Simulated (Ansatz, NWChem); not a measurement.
# C3H8S (1-propanethiol): a line through the functionals

C3H8S has 12 atoms, charge 0, and is taken as a singlet. As SMILES, `CCCS`. Geometry: relaxed at PBE0-D4/def2-TZVP. This is one conformer, not always the lowest.

The electronic atomisation energy y, in eV, basis def2-SVP; a is the functional's share of exact exchange. Programs: Ansatz 0.2.0, NWChem 7.3.0.

| functional | program | a | y (eV) |
| --- | --- | --- | --- |
| TPSS | NWChem | 0 | 46.45 |
| PBE | Ansatz | 0 | 46.83 |
| B3LYP | Ansatz | 0.2 | ? |
| r2SCAN0 | Ansatz | 0.25 | 45.97 |
| PBE0 | Ansatz | 0.25 | 46.42 |
| BHLYP | Ansatz | 0.5 | 45.09 |

Q: Fit y = c + s·a to the known rows and predict B3LYP.

A: 
1. Means of the 5 rows: a = 0.2000, y = 46.152.
2. Σ(Δa)² = 0.175, Σ(Δa·Δy) = -0.5095, so the slope is -0.5095/0.175 = -2.9114.
3. Intercept: 46.152 − (-2.9114) × 0.2000 = 46.734. The largest residual of the fit is 0.41.
4. B3LYP: 46.734 + (-2.9114) × 0.2 = 46.15 eV.

The run gave 45.89 eV, so the prediction is off by +0.26 eV, within the scatter of the fit. The rows mix families of semi-local functionals, which the line can't see.
